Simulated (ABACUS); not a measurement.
Wanted: the native input for an ABACUS 3.10.1 run.

```
Task                                          : single point
Functional                                    : PBE
Potentials or basis                           : PseudoDojo NC SR 0.4.1 PBE standard
Cutoff                                        : 1075 eV
Density cutoff                                : 4299 eV
Basis                                         : plane waves
k mesh                                        : 10 × 10 × 10
Occupations                                   : fermi-dirac, width 0.05 eV
Spin                                          : no spin polarisation
Radial cutoff of the potentials (pseudo_rcut) : 10 bohr
SCF threshold on the density                  : 1e-08
Max SCF steps                                 : 100
Eigensolver                                   : dav
Mixing                                        : broyden
Mixing share                                  : 0.7
Symmetry key                                  : 1
Bands                                         : 10
```

The system is Sc.

```
Sc
1.0
    -1.91721    1.91721    1.71760
     1.91721   -1.91721    1.71760
     1.91721    1.91721   -1.71760
Sc
1
Direct
  0.00000 0.00000 0.00000
```

This isn't the form of Sc at room conditions, which is hcp.

One way to write it, as run:

INPUT

```
INPUT_PARAMETERS
suffix              Sc
calculation         scf
basis_type          pw
pseudo_dir          ./
symmetry            1
dft_functional      pbe
ecutwfc             79
pseudo_rcut         10
nspin               1
nbands              10
ks_solver           dav
smearing_method     fd
smearing_sigma      0.00367493
scf_thr             1e-08
scf_nmax            100
mixing_type         broyden
mixing_beta         0.7
cal_force           1
cal_stress          1
kpar                4
```

STRU

```
ATOMIC_SPECIES
Sc 44.9559 Sc.upf

LATTICE_CONSTANT
1.8897261246

LATTICE_VECTORS
-1.9172054859 1.9172054859 1.7176030000
1.9172054859 -1.9172054859 1.7176030000
1.9172054859 1.9172054859 -1.7176030000

ATOMIC_POSITIONS
Direct

Sc
0.0
1
0.0000000000 0.0000000000 0.0000000000 1 1 1
```

KPT

```
K_POINTS
0
Gamma
10 10 10 0 0 0
```

Potentials or basis: PseudoDojo NC SR 0.4.1 PBE standard, plane waves.

Run with:

```console
$ OMP_NUM_THREADS=1 mpirun -np 4 abacus > log
```

It gave:

```json
{"Pressure": "-0.8 GPa", "Band gap on the k mesh": "none (metal or under the smearing width)"}
```

Run time: 6.7 s on 4 MPI ranks on Intel(R) Xeon(R) Platinum 8375C CPU @ 2.90GHz (Ice Lake) (shared host), peak memory 0.28 GiB a rank.
